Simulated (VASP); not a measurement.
# VASP 6.6.1 run: NaF

INCAR

```
LCHARG = .FALSE.
EDIFF = 1E-7
LWAVE = .FALSE.
NSW = 0
ALGO = Normal
IBRION = -1
ISIF = 2
NELM = 58
PREC = Accurate
LREAL = .FALSE.
GGA = PE
ENCUT = 520
SIGMA = 0.02
LASPH = .TRUE.
ISMEAR = -1
NBANDS = 14
```

KPOINTS

```
KPOINTS created by Atomic Simulation Environment
0
Gamma
8 8 8
0 0 0
```

POSCAR

```
Na F
 1.0000000000000000
    -0.0403965482000000    2.5217462002000000    2.5217462002000000
     2.5217462002000000   -0.0403965482000000    2.5217462002000000
     2.5217462002000000    2.5217462002000000   -0.0403965482000000
 Na  F
   1   1
Cartesian
 -0.0089246222171929 -0.0089246222171929 -0.0089246222171929
  1.2596985852671925  1.2596985852671925  1.2596985852671925
```

The recommended PBE PAW datasets give the neutral cell 14 valence electrons.

Command

```
mpirun -np 1 vasp_std
```

**Question.** How does this run end, and what does it give?

**Answer.** It converged. Results: gap between bands v and c on the k mesh 5.54 eV; least direct gap on the k mesh 5.54 eV; pressure 1.4 GPa. Band v is the last that the valence electrons fill when counted band by band, and c is the next.

OSZICAR

```
N       E                     dE             d eps       ncg     rms          rms(c)
DAV:   1     0.112237048340E+03    0.11224E+03   -0.76963E+03  1838   0.113E+03
DAV:   2    -0.308503953624E+01   -0.11532E+03   -0.10677E+03  1994   0.334E+02
DAV:   3    -0.951417108642E+01   -0.64291E+01   -0.64145E+01  2312   0.724E+01
DAV:   4    -0.957535015236E+01   -0.61179E-01   -0.61176E-01  2018   0.778E+00
DAV:   5    -0.957611323794E+01   -0.76309E-03   -0.76308E-03  2342   0.861E-01    0.604E+00
DAV:   6    -0.839198677504E+01    0.11841E+01   -0.42042E+00  2524   0.164E+01    0.208E+00
DAV:   7    -0.837488993911E+01    0.17097E-01   -0.39884E-02  1850   0.204E+00    0.120E+00
DAV:   8    -0.838532690736E+01   -0.10437E-01   -0.44514E-02  1958   0.335E+00    0.213E-01
DAV:   9    -0.838811555579E+01   -0.27886E-02   -0.99770E-03  2204   0.105E+00    0.209E-01
DAV:  10    -0.838758733997E+01    0.52822E-03   -0.38875E-03  2030   0.797E-01    0.194E-02
DAV:  11    -0.838759305981E+01   -0.57198E-05   -0.85639E-05  2090   0.960E-02    0.647E-03
DAV:  12    -0.838760063983E+01   -0.75800E-05   -0.22295E-05  1982   0.409E-02    0.765E-03
DAV:  13    -0.838759997150E+01    0.66833E-06   -0.27337E-06  2324   0.180E-02    0.119E-03
DAV:  14    -0.838759995401E+01    0.17485E-07   -0.18201E-07  2012   0.405E-03
   1 F= -.83876000E+01 E0= -.83876000E+01  d E =-.539786E-13
```

For comparison, a separate PBE run of the intended cell, on usual settings and not on those above, gives a gap of 5.54 eV on its mesh and a pressure of 1.4 GPa.
